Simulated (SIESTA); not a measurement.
**CoO under changes of volume**

One of the cells (9.770 Å³/atom); the others are scaled copies at fixed shape and fractional positions:

```
Co O
1.0
     1.51544    0.87494    2.45609
    -1.51544    0.87494    2.45609
     0.00000   -1.74988    2.45609
Co O
1 1
Direct
  0.00000 0.00000 0.00000
  0.50000 0.50000 0.50000
```

The cell is a database's computed one.

- Program: SIESTA 5.4.2
- Functional: PBE
- Potentials or basis: PseudoDojo 0.4 standard (PBE files)
- Basis: DZP (energy shift 0.003 Ry; two zetas on semicore shells)
- Grid cutoff: 800 Ry
- Energy shift: 0.003 Ry
- k mesh: 11 × 11 × 11
- Occupations: fermi-dirac, width 0.05 eV
- Spin: collinear spin, ferromagnetic start
- Starting moments: [2.0, 0.0] μB

```csv
volume (Å³/atom),energy over the lowest point (meV/atom),pressure (GPa),moment (μB per cell)
9.003,25.16,13.7,2.84
9.195,11.73,9.1,2.90
9.387,?,?,?
9.770,0.00,-2.4,2.99
9.961,4.95,-5.6,3.00
10.153,13.52,-8.4,3.00
```

What does the run at 9.387 Å³/atom give?

Energy over the lowest point 3.24 meV/atom; pressure 5.2 GPa; moment 2.95 μB per cell.

Worked out: A Birch-Murnaghan fit of order 3 (a polynomial in V^(-2/3)) to the other rows has its minimum at 9.65 Å³/atom with B0 = V·E''(V) = 182 GPa (rough, since the energies scatter) at fixed shape and positions, which overstates the stiffness. It gives 3.22 meV/atom at 9.387 Å³/atom, against the run's 3.24, and -dE/dV = 5.1 GPa, against 5.2. A parabola through the other rows of the moment, of slope 0.195 μB per Å³/atom there, gives 2.94 μB, against the run's 2.95.

Energies are extrapolated to zero smearing.

Caveats: short orbitals over semicore shells can move pressures by several GPa; the basis of atomic orbitals isn't converged, which shifts pressures, moduli and gaps; a cell with one magnetic atom can't hold antiferromagnetic order, which such compounds often take.
